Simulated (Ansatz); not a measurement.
Ge: how the free axis answers a strain

Ge, Fd-3m, a = 5.675 Å. Ansatz: PBEsol, PAW, 420 eV, Γ-centred 14×14×10 mesh on 4 atoms, Gaussian smearing 0.10 eV; no spin polarisation. Series: biaxial strain in the a-b plane, c and atoms relaxed; x is the strain in per cent. The axes a, b, c are those of the computed cell (4.013, 4.013, 5.675 Å), along [1 1 0], [-1 1 0], [0 0 1] of the cell named above. y is the change of c in per cent of 5.675 Å.

```tsv
x (%)	y (%)
-6.0	?
-4.0	3.06
-2.0	1.53
0.0	0.00
2.0	-1.52
4.0	-3.12
6.0	-4.86
```

Problem. Fit y = c1 x + c2 x² to the other rows, say what c1 measures, and predict the missing y.

Solution. Least squares on the rows shown. y = −0.7767 x − 0.004413 x². With no stress along c, c1 = −2C12/C11 = -0.777. At x = -6.0 the fit asked for gives 4.50 %. The run gave 4.65 %, so the fit is 0.15 % too low, 1.6 % of the span of the series, against an rms of 0.04 % on the fitted rows. The row lies outside the fitted range. With a term in x³ added, a fit to the same known rows predicts 4.72 %, a smaller miss on the other side.